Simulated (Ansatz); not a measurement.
# HgTe: enthalpy against pressure

HgTe, F-43m, a = 6.511 Å. Ansatz: PBEsol, PAW, 420 eV, Γ-centred 12×12×12 mesh on 2 atoms, Gaussian smearing 0.10 eV; no spin polarisation. Cell and atoms are relaxed at each pressure, and no other structure is tried, so the rows at high pressure may lie past a change of phase. y is the enthalpy over the state at zero pressure; there V0 = 34.507 Å³/atom. The pressures are the targets, met within 0.06 GPa.

```tsv
P (GPa)	y (eV/atom)
-2.0	-0.4418
0.0	0.0000
2.0	0.4210
5.0	1.0236
10.0	?
20.0	3.7215
40.0	6.8674
```

Fit y = c1 P + c2 P² + c3 P³ to the other rows, say what c1 and c2 mean, and predict the missing value.

Least squares on the rows shown. y = 0.21392 P − 0.0017323 P² + 1.6909×10⁻⁵ P³. Since dH/dP = V, c1 is V0: 0.21392 eV/GPa × 160.2 = 34.270 Å³ against 34.507; c2 = −V0/(2B0) gives B0 = 62 GPa, where a Birch–Murnaghan fit to the volumes of the same runs (not shown) gives 42 GPa: a cubic over this range folds the higher terms into c2. Above P = −c2/(3 c3) = 34 GPa the cubic's slope, the volume, would rise with pressure, so the form fails there. At P = 10.0 the fit asked for gives 1.9829 eV/atom. The run gave 1.9712 eV/atom, so the fit is 0.0117 eV/atom too high, 0.16 % of the span of the series, against an rms of 0.0038 eV/atom on the fitted rows. With a term in P⁴ added, a fit to the same known rows predicts 1.9654 eV/atom, a smaller miss on the other side.

Spin–orbit coupling is left out, which can shift energies with elements as heavy as these.